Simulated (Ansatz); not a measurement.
# KCl (Fm-3m), an elastic constant from a strain scan

These are results of Ansatz, DFT r2SCAN, scalar-relativistic, plane waves, PAW, not measurements. Cutoff 500 eV, Γ-centred 6×6×6 k-points, Gaussian smearing of 0.05 eV. No spin polarisation. Energies are free energies at this smearing, counted from the undisturbed cell; pressure is positive in compression.

Reference structure (as given, not relaxed at this level; it stands at -0.2 GPa):

```
K Cl
1.0
     0.00000    3.15610    3.15610
     3.15610    0.00000    3.15610
     3.15610    3.15610    0.00000
K Cl
1 1
Direct
  0.00000 0.00000 0.00000
  0.50000 0.50000 0.50000
```

The cell is strained by ε times the Voigt pattern (1, -1, 0, 0, 0, 0) (xx, yy, zz, yz, xz, xy; engineering shear) with fractional coordinates fixed. The cell holds 2 atoms in V0 = 62.88 Å³. The stress column is τ = (1/V0) dE/dε, got from the stress tensor σ (compression positive) at each point as −det(1 + εP) σ : P(1 + εP)⁻¹, with P the pattern as a tensor.

| ε | ΔE (meV/atom) | τ (GPa) |
| --- | --- | --- |
| -0.0525 | 21.480 | -4.352 |
| -0.0450 | 15.599 | -3.647 |
| -0.0375 | 10.726 | -2.981 |
| -0.0300 | 6.809 | -2.347 |
| -0.0225 | 3.804 | -1.738 |
| -0.0150 | 1.682 | -1.148 |
| -0.0075 | 0.418 | -0.571 |
| 0.0000 | 0.000 | 0.000 |
| 0.0075 | 0.418 | 0.571 |
| 0.0150 | 1.682 | 1.148 |
| 0.0225 | 3.804 | 1.738 |
| 0.0300 | 6.809 | 2.347 |
| 0.0375 | 10.726 | 2.981 |
| 0.0450 | 15.599 | 3.647 |
| 0.0525 | 21.480 | 4.352 |
| 0.0600 | ? | ? |

Question: Which combination of elastic constants does this scan measure, and how large is it?

Answer: For small ε, τ = τ0 + Kε with K = pᵀCp, which for this pattern is 2(C11 − C12) in the cubic axes. The parabola through τ at ε = -0.0075, 0 and 0.0075 has slope K = 76 GPa at zero. The energies per cell, E = NΔE, of the same two points give K = 2[E(ε₊)/ε₊ − E(ε₋)/ε₋]/[(ε₊ − ε₋)V0] = 76 GPa, in agreement.

Question: Predict the withheld row at ε = 0.0600 from the harmonic law, and compare.

Answer: ΔE = V0(τ0 ε + Kε²/2)/N = 26.895 meV/atom and τ = 4.57 GPa. The calculation gives 28.431 meV/atom and 5.10 GPa: the energy lies 6 % above the harmonic value.